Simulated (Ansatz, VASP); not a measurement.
## One calculation of GaN, two programs

```
Ga N
1.0
     0.00000    2.25350    2.25350
     2.25350    0.00000    2.25350
     2.25350    2.25350    0.00000
Ga N
1 1
Cartesian
  0.0000 0.0000 0.0000
  1.1268 1.1268 1.1268
```

The cell is a database's computed one.

Alike in both runs: task single point; functional PBE; k mesh 10 × 10 × 10; occupations gaussian, width 0.017 eV; no spin polarisation.

|  | VASP | Ansatz |
| --- | --- | --- |
| version | VASP 6.6.1 | Ansatz 0.2.0 |
| potentials or method | VASP PAW PBE potentials, release 64 (Ga_d, N) | Ansatz PAW |
| plane-wave cutoff (eV) | 520 | 420 |
| valence electrons in the cell | 18 | 18 |

|  | VASP | Ansatz | Ansatz less VASP |
| --- | --- | --- | --- |
| gap on the k mesh at the Fermi level (eV) | 1.72 | 1.72 | -0.007 |
| least direct gap on the mesh (eV) | 1.72 | 1.72 | -0.007 |
| pressure (GPa) | 5.1 | 5.0 | -0.07 |

The functional is the same, so the differences come from potentials, cutoffs and numerics.

Caveats: the pressure holds a Pulay correction of +0.5 GPa for the finite cutoff (Ansatz). A hybrid or GW would open this gap; PBE tends to underestimate it.
